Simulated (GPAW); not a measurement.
Wanted: an ASE script for a GPAW 26.7.0 run.

```yaml
Task: atomic charges
Functional: PBE
Potentials_or_basis: GPAW PAW data sets (gpaw-data 1.2.1), other valence
Cutoff: 800 eV
Basis: pw
k_mesh: 12 × 11 × 10
Occupations: fermi-dirac, width 0.05 eV
Spin: no spin polarisation
Maxiter: 150
older_calculator_legacy_gpaw: yes
Data_set: Mg 2
```

The structure of Mg lies in POSCAR:

```
Mg
1.0
   -1.9683165200      1.9166163900      1.4142135500
    1.9424474200     -2.0591527200      1.5417588300
    1.9172312900      2.0080674800     -1.5700399700
Mg
1
Direct
    0.0000000000      0.0000000000      0.0000000000
```

This isn't the form of Mg at room conditions, which is hcp.

The cell isn't the ideal one: cell sheared at random, sigma 0.1, atoms nudged by 0.01 Å.

The input as run:

run.py

```python
import numpy as np
from ase.dft.bandgap import bandgap
from ase.io import read, write
from ase.units import Bohr, GPa
from gpaw import GPAW, PW
from gpaw.analyse.hirshfeld import HirshfeldPartitioning

atoms = read('POSCAR')

calc = GPAW(mode=PW(800),
            xc='PBE',
            kpts={'size': (12, 11, 10), 'gamma': True},
            occupations={'name': 'fermi-dirac', 'width': 0.05},
            setups={'Mg': '2'},
            nbands=-7,
            convergence={'density': 1e-05, 'energy': 1e-05},
            maxiter=150,
            legacy_gpaw=True,
            txt='gpaw.txt')
atoms.calc = calc
energy = atoms.get_potential_energy()
forces = atoms.get_forces()
stress = atoms.get_stress()
calc.write('gs.gpw')
write('result.traj', atoms)
print(f'Energy: {energy:.6f} eV')
print('Forces (eV/A):')
print(forces.round(4))
print('Stress (GPa):', (stress / GPa).round(3))
print('Fermi level:', round(calc.get_fermi_level(), 4), 'eV')
print(f'Gap: {bandgap(calc)[0]:.4f} eV, direct: {bandgap(calc, direct=True)[0]:.4f} eV')

hirshfeld = HirshfeldPartitioning(calc)
print('Hirshfeld charges:', *np.round(hirshfeld.get_charges(), 4))
print('Hirshfeld volume ratios:', *np.round(hirshfeld.get_effective_volume_ratios(), 4))

# fields on the real-space grid
write('density.cube', atoms, data=calc.get_pseudo_density() * Bohr**3)
write('potential.cube', atoms, data=calc.get_electrostatic_potential())
```

Potentials or basis: GPAW PAW data sets (gpaw-data 1.2.1), other valence, pw.

Command:

```console
$ OMP_NUM_THREADS=1 python run.py
```

It gave:

| Property | Result |
| --- | --- |
| Pressure | 2.8 GPa |
| Band gap on the k mesh | none (metal or under the smearing width) |

It took 75 s on 1 thread of Arm Neoverse V2, on a shared host, peak memory 0.34 GiB.
